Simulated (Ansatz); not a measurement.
**Ge under changes of volume**

One of the cells (19.416 Å³/atom); the others are scaled copies at fixed shape and fractional positions:

```
CELL_PARAMETERS angstrom
0.00000 2.88574 5.11566
2.63050 0.00000 5.11566
2.63050 2.88574 0.00000
ATOMIC_POSITIONS crystal
Ge 0.72649 0.27351 0.72649
Ge 0.27351 0.72649 0.27351
Ge 0.21813 0.21813 0.78187
Ge 0.78187 0.78187 0.21813
```

This isn't the form of Ge at room conditions, which is diamond.

```yaml
Program: Ansatz 0.2.0
Functional: LDA
Potentials_or_basis: all-electron LAPW, scalar-relativistic
Cutoff: 247 eV (chosen from the basis error)
Basis_error_allowed: 0.002 eV/atom
k_mesh: 7 × 7 × 7
Occupations: fermi-dirac, width 0.05 eV
Spin: no spin polarisation
```

```tsv
volume (Å³/atom)	energy over the lowest point (meV/atom)	pressure (GPa)	largest force (eV/Å)
18.251	0.00	-1.0	0.063
18.640	4.38	-2.5	0.046
19.028	?	?	?
19.416	23.20	-5.1	0.042
19.805	36.93	-6.2	0.045
20.193	53.15	-7.2	0.046
20.581	71.61	-8.0	0.047
```

What does the run at 19.028 Å³/atom give?

Energy over the lowest point 12.24 meV/atom; pressure -3.9 GPa; largest force 0.038 eV/Å.

Worked out: A Birch-Murnaghan fit of order 3 (a polynomial in V^(-2/3)) to the other rows has its minimum at 18.01 Å³/atom, just outside them, with B0 = V·E''(V) = 79 GPa and B' = 4.1 at fixed shape and positions, which overstates the stiffness. It gives 12.24 meV/atom at 19.028 Å³/atom, against the run's 12.24, and -dE/dV = -3.9 GPa, against -3.9.

Energies are extrapolated to zero smearing.
